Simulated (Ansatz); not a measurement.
Crystal: GaN.

```
Ga N
1.0
     0.00000    2.25350    2.25350
     2.25350    0.00000    2.25350
     2.25350    2.25350    0.00000
Ga N
1 1
Direct
  0.00000 0.00000 0.00000
  0.25000 0.25000 0.25000
```

The cell is a database's computed one.

Base run:

| Item | Value |
| --- | --- |
| Program | Ansatz 0.2.0 |
| Functional | PBE |
| Potentials or basis | Ansatz PAW |
| Cutoff | 420 eV (not typed: the program's choice for these potentials) |
| k mesh | 10 × 10 × 10 |
| Occupations | gaussian, width 0.05 eV |
| Spin | no spin polarisation |

Its results: band gap on the k mesh 1.72 eV, direct; pressure 5.0 GPa.

**Question.** The run is repeated on the same cell with these changes: functional from PBE to RPBE. What comes out?

**Answer.** Band gap on the k mesh 1.75 eV, direct; pressure 9.2 GPa.

RPBE binds less tightly than PBE, so the same cell stands under more pressure.

Caveats: the PAW data sets come from PBE, with cores solved anew for the run's functional, which leaves a small shift of forces and pressure (some runs).

